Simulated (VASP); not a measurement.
# TaS2 (P-3m1) in VASP: settings compared

The runs below take TaS2 through relaxation of cell and atoms, with PBEsol, PBE+D3(BJ).

Program: VASP 6.6.1. These are calculated values, not measurements. Logs are shortened: lines on timing, memory, paths and dates and some standing lists are left out, and cuts for length are marked.

## 1. Starting point

It takes space group P-3m1 (No. 164, trigonal). Conventional cell: a = 3.317 Å, b = 3.317 Å, c = 5.946 Å, α = 90.00°, β = 90.00°, γ = 120.00°. Around Ta (site symmetry -3m) lie 6 S at 2.46 Å. S (site symmetry 3m) has 3 Ta at 2.46 Å as nearest neighbours.

## 2. Relaxation of cell and atoms, PBEsol

INCAR reads:

```
SYSTEM = TaS2
PREC = Accurate ; ENCUT = 600
EDIFF = 1E-7 ; ISMEAR = 1
SIGMA = 0.1 ; LREAL = .False.
LASPH = .True. ; NELM = 80
ALGO = Normal ; ISIF = 3
LWAVE = .False. ; LCHARG = .False.
GGA = PS ; IBRION = 2
NSW = 90 ; EDIFFG = -0.005
```

KPOINTS reads:

```
Automatic mesh
0
Gamma
  15 15 6
  0 0 0
```

POSCAR reads:

```
TaS2                                    
1.0
    3.3172171485     -0.0000000000     -0.0000000000
   -1.6586085742      2.8727943205      0.0000000000
    0.0000000000      0.0000000000      5.9458892981
  Ta              S             
     1     2
Direct
     0.0000000000000000    0.0000000000000000    0.0000000000000000
     0.3333333332999970    0.6666666667000030    0.2594120749472316
     0.6666666667000030    0.3333333332999970    0.7405879250527685
```

Potentials or basis: VASP PAW PBE potentials, release 64 (Ta_pv, S).

Launch:

```
cat potpaw_PBE.64/Ta_pv/POTCAR potpaw_PBE.64/S/POTCAR > POTCAR
mpirun -np 1 vasp_std > vasp.out
```

OUTCAR:

```text
SYSTEM = TaS2
   PREC = Accurate
   ENCUT = 600
   EDIFF = 1E-7
   ISMEAR = 1
   LREAL = .False.
   LASPH = .True.
   NELM = 80
   ISIF = 3
   GGA = PS
   IBRION = 2
   NSW = 90
   EDIFFG = -0.005

 ion  position               nearest neighbor table
   1  0.000  0.000  0.000-   2 2.46   3 2.46   3 2.46   2 2.46   3 2.46   2 2.46
   2  0.333  0.667  0.259-   1 2.46   1 2.46   1 2.46
   3  0.667  0.333  0.741-   1 2.46   1 2.46   1 2.46

  LATTYP: Found a hexagonal cell.
 ALAT       =     3.3172171485
 C/A-ratio  =     1.7924329436

  Lattice vectors:

 A1 = (   3.3172171485,   0.0000000000,   0.0000000000)
 A2 = (  -1.6586085742,   2.8727943205,   0.0000000000)
 A3 = (   0.0000000000,   0.0000000000,   5.9458892981)

Analysis of symmetry for initial positions (statically):
=====================================================================
 Subroutine PRICEL returns:
 Original cell was already a primitive cell.

 Routine SETGRP: Setting up the symmetry group for a
 hexagonal supercell.

 Subroutine GETGRP returns: Found 12 space group operations
 (whereof 12 operations were pure point group operations)
 out of a pool of 24 trial point group operations.

The static configuration has the point symmetry D_3d.

Analysis of symmetry for dynamics (positions and initial velocities):
=====================================================================
 Subroutine PRICEL returns:
 Original cell was already a primitive cell.

 Routine SETGRP: Setting up the symmetry group for a
 hexagonal supercell.

 Subroutine GETGRP returns: Found 12 space group operations
 (whereof 12 operations were pure point group operations)
 out of a pool of 24 trial point group operations.

The dynamic configuration has the point symmetry D_3d.

 Subroutine INISYM returns: Found 12 space group operations
 (whereof 12 operations are pure point group operations),
 and found     1 'primitive' translations

----------------------------------------------------------------------------------------

                                     Primitive cell

  volume of cell :      56.6624

  direct lattice vectors                    reciprocal lattice vectors
     3.317217149  0.000000000  0.000000000     0.301457503  0.174046571  0.000000000
    -1.658608574  2.872794321  0.000000000     0.000000000  0.348093142  0.000000000
     0.000000000  0.000000000  5.945889298     0.000000000  0.000000000  0.168183420

  length of vectors
     3.317217149  3.317217149  5.945889298     0.348093142  0.348093142  0.168183420

  position of ions in fractional coordinates (direct lattice)
     0.000000000  0.000000000  0.000000000
     0.333333333  0.666666667  0.259412075
     0.666666667  0.333333333  0.740587925

  ion indices of the primitive-cell ions
   primitive index   ion index
                 1           1
                 2           2
                 3           3

----------------------------------------------------------------------------------------

 KPOINTS: Automatic mesh

Automatic generation of k-mesh.
 Grid dimensions read from file:
 generate k-points for:   15   15    6

 Generating k-lattice:

  Cartesian coordinates                     Fractional coordinates (reciprocal lattice)
     0.020097167  0.011603105  0.000000000     0.066666667  0.000000000  0.000000000
     0.000000000  0.023206209  0.000000000     0.000000000  0.066666667  0.000000000
     0.000000000  0.000000000  0.028030570     0.000000000  0.000000000  0.166666667

  Length of vectors
     0.023206209  0.023206209  0.028030570

  Shift w.r.t. Gamma in fractional coordinates (k-lattice)
     0.000000000  0.000000000  0.000000000

 Subroutine IBZKPT returns following result:
 ===========================================

 Found    146 irreducible k-points:

 Following reciprocal coordinates:
            Coordinates               Weight
  0.000000  0.000000  0.000000      1.000000
  0.066667 -0.000000  0.000000      6.000000
  0.133333  0.000000  0.000000      6.000000
  0.200000 -0.000000  0.000000      6.000000
  0.266667  0.000000  0.000000      6.000000
  0.333333  0.000000  0.000000      6.000000
[... 16 lines left out ...]
  0.333333  0.200000  0.000000     12.000000
  0.400000  0.200000  0.000000      6.000000
 [... further k-points ...]
   k-points           NKPTS =    146   k-points in BZ     NKDIM =    146   number of bands    NBANDS=     15
   number of dos      NEDOS =    301   number of ions     NIONS =      3
   total plane-waves  NPLWV =  37632
   dimension x,y,z NGX =    28 NGY =   28 NGZ =   48
   dimension x,y,z NGXF=    56 NGYF=   56 NGZF=   96
   ions per type =               1   2
   NGX,Y,Z   is equivalent  to a cutoff of  14.03, 14.03, 13.42 a.u.
   NGXF,Y,Z  is equivalent  to a cutoff of  28.07, 28.07, 26.84 a.u.
 SYSTEM =  TaS2
   PREC   = accura    normal or accurate (medium, high low for compatibility)
   ISTART =      0    job   : 0-new  1-cont  2-samecut
   ICHARG =      2    charge: 1-file 2-atom 10-const
   ISPIN  =      1    spin polarized calculation?
   LNONCOLLINEAR =      F non collinear calculations
   LSORBIT =      F    spin-orbit coupling
   LASPH  =      T    aspherical Exc in radial PAW
   ENCUT  =  600.0 eV  44.10 Ry    6.64 a.u.   6.63  6.63 11.88*2*pi/ulx,y,z
   NELM   =     80;   NELMIN=  2; NELMDL= -5     # of ELM steps
   EDIFF  = 0.1E-06   stopping-criterion for ELM
   LREAL  =      F    real-space projection
   EDIFFG = -.5E-02   stopping-criterion for IOM
   NSW    =     90    number of steps for IOM
   IBRION =      2    ionic relax: 0-MD 1-quasi-New 2-CG
   NFREE  =      1    steps in history (QN), initial steepest desc. (CG)
   ISIF   =      3    stress and relaxation
   ISYM   =      2    0-nonsym 1-usesym 2-fastsym
   POTIM  = 0.5000    time-step for ionic-motion
   TEBEG  =    0.0;   TEEND  =   0.0 temperature during run
   PSTRESS=    0.0 pullay stress
   NELECT =      23.0000    total number of electrons
   NUPDOWN=      -1.0000    fix difference up-down
   EMIN   =  10.00;   EMAX   =-10.00  energy-range for DOS
   EFERMI =   0.00;   METHOD = LEGACY
   ISMEAR =     1;   SIGMA  =   0.10  broadening in eV -4-tet -1-fermi 0-gaus
   EFERMI_NEDOS =   21; number of points for ismear=-14 and -15
   IALGO  =     38    algorithm
   IMIX   =      4    mixing-type and parameters
     AMIX     =   0.40;   BMIX     =  1.00
     AMIX_MAG =   1.60;   BMIX_MAG =  1.00
  volume/ion in A,a.u.               =      18.89       127.46
  Fermi-wavevector in a.u.,A,eV,Ry     =   1.212139  2.290610 19.990775  1.469281
  Thomas-Fermi vector in A             =   2.347632
   LORBIT       =      0    0 simple, 1 ext, 2 COOP (PROOUT), +10 PAW based schemes
   GGA     = PS    functional components
   LHFCALC =     F    Hartree Fock is set to
   AEXX    =    0.0000 exact exchange contribution
   IVDW    =     0    specifies the selected vdW correction
   LEPSILON=     F    determine dielectric tensor
   LRPA    =     F    only Hartree local field effects (RPA)
 conjugate gradient relaxation of ions
 non-spin polarized calculation
 Methfessel and Paxton  Order N= 1 SIGMA  =   0.10
  energy-cutoff  :      600.00
  volume of cell :       56.66
 maximum number of plane-waves:      1932
 NGX is ok and might be reduce to    28
   NGX = 13   NGY = 13   NGZ = 23

--------------------------------------- Ionic step        1  -------------------------------------------

 number of electron      22.9999999 magnetization

 Free energy of the ion-electron system (eV)
  ---------------------------------------------------
  ext. energy  EPLUGINS =         0.00000000
  ---------------------------------------------------
  free energy    TOTEN  =       -24.57737016 eV

  energy without entropy =      -24.57698365  energy(sigma->0) =      -24.57724132

------------------------ aborting loop because EDIFF is reached ----------------------------------------

  FORCE on cell =-STRESS in cart. coord.  units (eV):
  Direction    XX          YY          ZZ          XY          YZ          ZX
  --------------------------------------------------------------------------------------
  -------------------------------------------------------------------------------------
  Total        0.0157606      0.0157606     -0.0087180      0.0000000     -0.0000000      0.0000000
  in kB        0.4456443      0.4456443     -0.2465100      0.0000000     -0.0000000      0.0000000
  external PRESSURE =       0.2149262 kB  Pullay stress =       0.0000000 kB

 VOLUME and BASIS-vectors are now :
 -----------------------------------------------------------------------------
  energy-cutoff  :      600.00
  volume of cell :       56.66
      direct lattice vectors                 reciprocal lattice vectors
     3.317217149  0.000000000  0.000000000     0.301457503  0.174046571  0.000000000
    -1.658608574  2.872794321  0.000000000     0.000000000  0.348093142  0.000000000
     0.000000000  0.000000000  5.945889298     0.000000000  0.000000000  0.168183420

 POSITION                                       TOTAL-FORCE (eV/Angst)
 -----------------------------------------------------------------------------------
      0.00000      0.00000      0.00000         0.000000      0.000000      0.000000
     -0.00000      1.91520      1.54244        -0.000000      0.000000     -0.001558
      1.65861      0.95760      4.40345        -0.000000      0.000000      0.001558
 -----------------------------------------------------------------------------------
    total drift:                                0.000000     -0.000000      0.000000

  FREE ENERGIE OF THE ION-ELECTRON SYSTEM (eV)
  ---------------------------------------------------
  free  energy   TOTEN  =       -24.5773701565 eV

  energy  without entropy=      -24.5769836534  energy(sigma->0) =      -24.57724132

--------------------------------------- Ionic step        2  -------------------------------------------

 number of electron      22.9999999 magnetization

 Free energy of the ion-electron system (eV)
  ---------------------------------------------------
  ext. energy  EPLUGINS =         0.00000000
  ---------------------------------------------------
  free energy    TOTEN  =       -24.57737444 eV

  energy without entropy =      -24.57698410  energy(sigma->0) =      -24.57724433

 E-fermi :   5.5808     XC(G=0): -10.7733

 val. band max:        5.5700409931   @ k =   0.1333   0.1333   0.0000
 cond. band min:       5.5953479673   @ k =   0.2000   0.0667   0.3333
 fundamental gap:      0.0253069742
 Fermi energy:         5.5808055010

 k-point     1 :       0.0000    0.0000    0.0000
  band No.  band energies     occupation
      1     -29.5820      2.00000
      2     -29.5441      2.00000
      3     -29.5441      2.00000
      4      -9.4106      2.00000
      5      -7.4557      2.00000
      6      -1.4792      2.00000
      7       1.8122      2.00000
      8       1.8122      2.00000
      9       4.2729      2.00000
     10       5.0582      2.00000
     11       5.0582      2.00000
     12       5.4989      1.98968
     13       5.7818     -0.01548
     14       5.7818     -0.01548
     15       9.4452      0.00000
[... 397 lines left out ...]
 k-point    24 :       0.4000    0.2000    0.0000
  band No.  band energies     occupation
      1     -29.8253      2.00000
      2     -29.6888      2.00000
      3     -29.5143      2.00000
      4      -7.3839      2.00000
      5      -7.0786      2.00000
      6      -0.7950      2.00000
      7       0.3820      2.00000
      8       1.2712      2.00000
      9       1.5829      2.00000
     10       1.7738      2.00000
     11       2.4831      2.00000
     12       6.2873     -0.00000
     13       7.9662      0.00000
     14       8.1626      0.00000
     15       9.4807      0.00000

 [... further k-points ...]
[... 5 lines left out ...]
  --------------------------------------------------------------------------------------
  -------------------------------------------------------------------------------------
  Total       -0.0047653     -0.0047653     -0.0121880     -0.0000000      0.0000000     -0.0000000
  in kB       -0.1346921     -0.1346921     -0.3445003     -0.0000000      0.0000000     -0.0000000
  external PRESSURE =      -0.2046282 kB  Pullay stress =       0.0000000 kB

 VOLUME and BASIS-vectors are now :
 -----------------------------------------------------------------------------
  energy-cutoff  :      600.00
  volume of cell :       56.68
      direct lattice vectors                 reciprocal lattice vectors
     3.318057879  0.000000000  0.000000000     0.301381120  0.174002471  0.000000000
    -1.659028940  2.873522415 -0.000000000    -0.000000000  0.348004942  0.000000000
    -0.000000000 -0.000000000  5.945055721    -0.000000000  0.000000000  0.168207002

 POSITION                                       TOTAL-FORCE (eV/Angst)
 -----------------------------------------------------------------------------------
      0.00000      0.00000      0.00000         0.000000      0.000000      0.000000
     -0.00000      1.91568      1.54214         0.000000      0.000000     -0.003043
      1.65903      0.95784      4.40291        -0.000000     -0.000000      0.003043
 -----------------------------------------------------------------------------------
    total drift:                               -0.000000      0.000000      0.000000

  FREE ENERGIE OF THE ION-ELECTRON SYSTEM (eV)
  ---------------------------------------------------
  free  energy   TOTEN  =       -24.5773744428 eV

  energy  without entropy=      -24.5769841041  energy(sigma->0) =      -24.57724433

 reached required accuracy - stopping structural energy minimisation
```

It took 2.1 min on 1 thread of Intel Xeon Platinum 8488C (Sapphire Rapids), shared host; peak memory 0.3 GiB.

Results:

```
Free energy                            : -24.5774 eV
Relaxed volume                         : 18.89 Å³/atom
Relaxed cell                           : a = 3.318 Å, b = 3.318 Å, c = 5.945 Å, α = 90.00°, β = 90.00°, γ = 120.00°
Space group after relaxing (to 0.05 Å) : P-3m1 (No. 164)
Energy gained by relaxing              : 0.0 meV/atom
Ionic steps                            : 2
Pressure after relaxing                : 0.0 GPa
Largest force after relaxing           : 0.003 eV/Å
Band gap on the k mesh                 : none (metal or under the smearing width)
```

Forces in eV/Å, atoms in the order of the input:
```
Ta   0.000  0.000  0.000
S    0.000  0.000 -0.003
S    0.000  0.000  0.003
```

Final structure:
```cif
data_structure
_symmetry_space_group_name_H-M 'P 1'
_symmetry_Int_Tables_number 1
_cell_length_a 3.3181
_cell_length_b 3.3181
_cell_length_c 5.9451
_cell_angle_alpha 90.000
_cell_angle_beta 90.000
_cell_angle_gamma 120.000
_cell_volume 56.68
loop_
_atom_site_label
_atom_site_type_symbol
_atom_site_fract_x
_atom_site_fract_y
_atom_site_fract_z
_atom_site_occupancy
Ta1 Ta 0.00000 0.00000 0.00000 1
S1 S 0.33333 0.66667 0.25940 1
S2 S 0.66667 0.33333 0.74060 1
```

Caveat: the PAW data sets were made with another functional, which shifts forces and pressure a little; this functional lacks dispersion, which binds the layers, so the pressure and a relaxed spacing across them are unreliable. Spin-orbit coupling is left out, which matters for the levels of Ta.

## 3. Relaxation of cell and atoms, PBE+D3(BJ)

This run uses another cell than the first one, of 18.98 Å³/atom, 1.005 times its volume.

INCAR reads:

```
SYSTEM = TaS2
PREC     = Accurate       ! precision mode
ENCUT    = 600            ! plane-wave cutoff, eV
EDIFF    = 1E-6           ! SCF threshold, eV
ISMEAR   = 1              ! smearing method
SIGMA    = 0.1            ! smearing width, eV
LREAL    = .FALSE.        ! projectors in reciprocal space
LASPH    = .TRUE.         ! aspherical terms in the spheres
NELM     = 80             ! most SCF steps
ALGO     = Normal         ! electronic algorithm
ISIF     = 3              ! what is computed and relaxed
LWAVE    = .FALSE.        ! write WAVECAR
LCHARG   = .FALSE.        ! write CHGCAR
GGA      = PE             ! functional
IVDW     = 12             ! dispersion correction
IBRION   = 2              ! ionic algorithm
NSW      = 90             ! ionic steps
EDIFFG   = -0.01          ! ionic threshold
```

KPOINTS reads:

```
Automatic mesh
0
G
  15 15 6
  0 0 0
```

POSCAR reads:

```
TaS2
1.0
    3.3500000000      0.0000000000      0.0000000000
   -1.6750000000      2.9011851027      0.0000000000
    0.0000000000      0.0000000000      5.8600000000
Ta S
1 2
Direct
    0.0000000000      0.0000000000      0.0000000000
    0.3333333333      0.6666666667      0.2500000000
    0.6666666667      0.3333333333      0.7500000000
```

Potentials or basis: VASP PAW PBE potentials, release 64 (Ta_pv, S).

Launch:

```
cat potpaw_PBE.64/Ta_pv/POTCAR potpaw_PBE.64/S/POTCAR > POTCAR
mpirun -np 1 vasp_std > vasp.out
```

Run time: 10 min. Hardware: 1 thread of Intel Xeon 6975P-C (Granite Rapids), shared host; peak memory 0.33 GiB.

The run converged. Its results:

| Property | Result |
| --- | --- |
| Free energy | -24.3553 eV |
| Relaxed volume | 18.50 Å³/atom |
| Relaxed cell | a = 3.327 Å, b = 3.327 Å, c = 5.792 Å, α = 90.00°, β = 90.00°, γ = 120.00° |
| Space group after relaxing (to 0.05 Å) | P-3m1 (No. 164) |
| Energy gained by relaxing | 32.2 meV/atom |
| Ionic steps | 25 |
| Pressure after relaxing | 0.0 GPa |
| Largest force after relaxing | 0.003 eV/Å |
| Band gap on the k mesh | none (metal or under the smearing width) |
| Dispersion energy per atom | -0.426 eV |

Forces on the atoms (eV/Å):
```
Ta   0.000  0.000  0.000
S    0.000  0.000 -0.003
S    0.000  0.000  0.003
```

Step by step:
```csv
step,energy change (eV),largest force (eV/Å),pressure (GPa),volume (Å³)
1,0.0000,1.2617,5.46,56.95
2,0.1134,1.2517,-10.57,62.44
3,-0.0668,0.2078,-1.54,58.94
4,-0.0669,0.2381,-1.36,58.87
5,-0.0821,0.1370,-0.66,58.00
6,-0.0842,0.0856,-0.28,57.55
7,-0.0866,0.1335,0.10,57.20
8,-0.0897,0.2542,1.15,56.32
9,-0.0905,0.2399,1.07,56.29
10,-0.0924,0.1981,0.81,56.19
11,-0.0951,0.1139,0.31,56.01
12,-0.0955,0.0528,-0.63,55.63
13,-0.0962,0.0245,-0.20,55.80
14,-0.0962,0.0201,-0.23,55.79
15,-0.0963,0.0175,-0.20,55.73
16,-0.0965,0.0105,-0.05,55.55
17,-0.0963,0.0042,0.24,55.20
18,-0.0965,0.0063,0.04,55.46
19,-0.0965,0.0071,0.05,55.47
20,-0.0965,0.0089,0.01,55.51
21,-0.0965,0.0075,0.00,55.48
22,-0.0965,0.0070,0.00,55.47
23,-0.0965,0.0027,0.00,55.49
24,-0.0965,0.0108,-0.08,55.53
25,-0.0966,0.0030,0.00,55.51
```

Final structure:
```cif
data_structure
_symmetry_space_group_name_H-M 'P 1'
_symmetry_Int_Tables_number 1
_cell_length_a 3.3267
_cell_length_b 3.3267
_cell_length_c 5.7916
_cell_angle_alpha 90.000
_cell_angle_beta 90.000
_cell_angle_gamma 120.000
_cell_volume 55.51
loop_
_atom_site_label
_atom_site_type_symbol
_atom_site_fract_x
_atom_site_fract_y
_atom_site_fract_z
_atom_site_occupancy
Ta1 Ta 0.00000 0.00000 0.00000 1
S1 S 0.33333 0.66667 0.26702 1
S2 S 0.66667 0.33333 0.73298 1
```

Levels at points of the mesh, in eV from the Fermi level:
```
           k point  band 10  band 11  band 12  band 13  band 14  band 15
(0.00, 0.00, 0.00)    -0.59    -0.59    -0.06     0.20     0.20     3.69
(0.00, 0.00, 0.50)    -0.82    -0.82     0.16     0.16     1.06     4.26
```

The run has no spin-orbit coupling, so splittings on Ta are missing.

[end of part 1 of 2]
